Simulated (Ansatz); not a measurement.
Space group Fm-3m (No. 225). a = 4.475 Å, b = 4.475 Å, c = 4.475 Å, α = 90.00°, β = 90.00°, γ = 90.00°
```
atom site symmetry x y z
  Ta    4a m-3m  0.0000  0.0000  0.0000
   C    4b m-3m  0.5000  0.0000  0.0000
```

Equation of state of this TaC structure (not necessarily the ground state), with shape and atoms relaxed at each volume where symmetry leaves them free. It has no gap at any of these volumes. These are results of DFT PBE, scalar-relativistic, plane waves, PAW in Ansatz 0.2.0, not measurements.

Settings: cutoff 420 eV, Γ-centred mesh 16×16×16 on the computed 2-atom cell, Gaussian smearing of 0.10 eV; no spin polarisation.

| V (Å³/atom) | E − E(largest V) (meV/atom) | P (GPa) |
| --- | --- | --- |
| 9.859 | 108.15 | 54.24 |
| 10.195 | 12.59 | 37.34 |
| 10.531 | -50.22 | 22.92 |
| 10.867 | -85.02 | 10.59 |
| 11.203 | -95.88 | 0.05 |
| 11.539 | -86.24 | -8.97 |
| 11.876 | -59.11 | -16.69 |
| 12.324 | 0.00 | -25.26 |

**Question.** Fit a third-order Birch–Murnaghan equation to E(V).

**Answer.** V0 = 11.20 Å³/atom, B0 = 324 GPa, B0' = 4.2.

Spin-orbit coupling is left out, which matters for the bands of heavy elements.